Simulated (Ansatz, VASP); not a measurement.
**CoO in VASP and in Ansatz**

Contents of INCAR:

```
PREC = Accurate ; ENCUT = 520
EDIFF = 1E-7 ; ISMEAR = 0
SIGMA = 0.05 ; LREAL = False
LASPH = True ; NELM = 150
ALGO = Normal ; ISIF = 2
LWAVE = False ; LCHARG = True
ISPIN = 2 ; MAGMOM = 3 -3 0 0
LORBIT = 11 ; LMAXMIX = 4
LDAU = True ; LDAUTYPE = 2
LDAUL = 2 -1 ; LDAUU = 3.3 0
LDAUJ = 0 0 ; LDAUPRINT = 1
GGA = PE ; LELF = True
LVHAR = True ; NBANDS = 27
```

Contents of KPOINTS:

```
regular mesh
0
Gamma
  5 5 3
```

POSCAR

```
CoO
1.0
    0.0000000000      2.1628257030     -2.1628257030
    0.0000000000      2.1628257030      2.1628257030
    4.3256514060      0.0000000000      0.0000000000
Co O
2 2
Direct
    0.0000000000      0.0000000000      0.0000000000
    0.5000000000      0.5000000000      0.5000000000
    0.0000000000      1.0000000000      0.5000000000
    0.5000000000      1.5000000000      1.0000000000
```

Input for Ansatz:

```yaml
crystal:
  lattice:
    - [0.0, 2.1628257036, -2.1628257036]
    - [0.0, 2.1628257036, 2.1628257036]
    - [4.3256514072, 0.0, 0.0]
  atoms:
    - { symbol: Co, position: [0.0, 0.0, 0.0], spin: 3.0 }
    - { symbol: O, position: [0.0, 1.0, 0.5] }
    - { symbol: Co, position: [0.5, 0.5, 0.5], spin: -3.0 }
    - { symbol: O, position: [0.5, 1.5, 1.0] }
basis:
  ecutwfc: 420
  ecutrho_ratio: 4
kpoints:
  mp_grid: { grid: [5, 5, 3] }
hamiltonian:
  xc: pbe
  hubbard: { sites: [{ species: Co, l: d, u_eff: 3.3 }] }
scf:
  occupations: { method: gaussian, width: 0.05 }
output:
  forces: true
  stress: true
  eigenvalues: true
  populations: true
  hubbard: { sites: [{ species: Co, l: d }] }
magnetization:
  spin_polarized: true
```

Alike in both runs: task single point; functional PBE; k mesh 5 × 5 × 3; occupations gaussian, width 0.05 eV; collinear spin; Hubbard terms Co d U = 3.3 eV.

```csv
,VASP,Ansatz
version,VASP 6.6.1,Ansatz 0.2.0
potentials or method,"VASP PAW PBE potentials, release 64 (Co, O)","scalar-relativistic, plane waves, PAW"
plane-wave cutoff (eV),520,420
valence electrons in the cell,30,46
```

```csv
,VASP,Ansatz,Ansatz less VASP
gap on the k mesh at the Fermi level (eV),0.72,1.53,+0.803
least direct gap on the mesh (eV),1.53,2.32,+0.786
pressure (GPa),-3.1,0.2,+3.34
largest component of the traceless stress (GPa),8.21,0.67,-7.539
net moment per atom (μB),0.00,0.00,0.000
size of the moment on the site where the two differ most (μB),2.75,2.61,-0.141
```

Site moments also hang on the region over which each program counts them. The programs project onto different local orbitals, so the same U acts differently. The two sets of potentials don't hold the same shells in valence. Ansatz warned: «stability_check_not_made».

Caveats: the k mesh is coarse (spacing up to 0.48 Å⁻¹), so the values aren't converged; an odd mesh through Γ misses points on the zone boundary, where band edges often lie. The state reached can hang on the start; a lower one may exist.
